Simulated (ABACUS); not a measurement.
## Sn: equation of state with PBE

Sn:

```
Sn
1.0
     0.00000    3.23334    3.23334
     3.23334    0.00000    3.23334
     3.23334    3.23334    0.00000
Sn
2
Direct
  0.75000 0.75000 0.75000
  0.50000 0.50000 0.50000
```

This isn't the form of Sn at room conditions, which is tetragonal (white tin).

```yaml
Program: ABACUS 3.10.1
Task: equation of state
Functional: PBE
Potentials_or_basis: PseudoDojo NC SR 0.4.1 PBE standard
Cutoff: 993 eV
Density_cutoff: 3973 eV
Basis: plane waves
k_mesh: 7 × 7 × 7
Occupations: fermi-dirac, width 0.05 eV
Spin: no spin polarisation
```

```json
{"Equilibrium volume": "36.91 Å³/atom (rough: see the caveat)", "Bulk modulus": "36 GPa (rough)"}
```

Energy against volume, from the lowest point:
| volume (Å³/atom) | energy (meV/atom) |
| --- | --- |
| 31.775 | 103.29 |
| 32.451 | 73.69 |
| 33.127 | 49.77 |
| 33.803 | 30.94 |
| 34.479 | 16.68 |
| 35.155 | 6.51 |
| 35.831 | 0.00 |

All runs of the series together: 42 s on 4 threads of Intel(R) Xeon(R) 6975P-C (Granite Rapids) (shared host).

Caveat: the minimum lies outside the volumes run.
